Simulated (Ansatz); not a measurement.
Results of rVV10 (plane waves, PAW; Ansatz, an electronic-structure program) for rutile RuO2.

Run with plane-wave cutoff 520 eV, 12×12×18 k mesh (along the axes of the cell as run), Fermi–Dirac smearing 0.05 eV, no spin polarisation, scalar-relativistic PAW data made under PBE.

Cell (relaxed at this level):

```cif
data_O4Ru2
_chemical_formula_sum 'Ru2 O4'
_space_group_name_H-M_alt 'P42/mnm'
_space_group_IT_number 136
_space_group_name_Hall '-P 4n 2n'
_cell_length_a 4.54072
_cell_length_b 4.54072
_cell_length_c 3.15326
_cell_angle_alpha 90.000
_cell_angle_beta 90.000
_cell_angle_gamma 90.000
loop_
_atom_site_label
_atom_site_type_symbol
_atom_site_symmetry_multiplicity
_atom_site_Wyckoff_symbol
_atom_site_fract_x
_atom_site_fract_y
_atom_site_fract_z
_atom_site_occupancy
Ru1 Ru 2 a 0.00000 0.00000 0.00000 1
O1 O 4 f 0.30549 0.30549 0.00000 1
```

### Question
Predict the bulk modulus and pressure derivative B′ of the bulk modulus.

### Answer

bulk modulus: 246 GPa
pressure derivative B′ of the bulk modulus: 4.7

The run finds no gap.

Measured, for comparison: bulk modulus 270 GPa (room temperature, not corrected to a static lattice; as tabulated in LI and ZENG (2008), arXiv:0807.3251). Computed (rounded) less measured: bulk modulus -9 %.

Note: the bulk modulus comes from volumes at which shape and atoms were relaxed.

The computed numbers hold no vibrational or temperature effects.
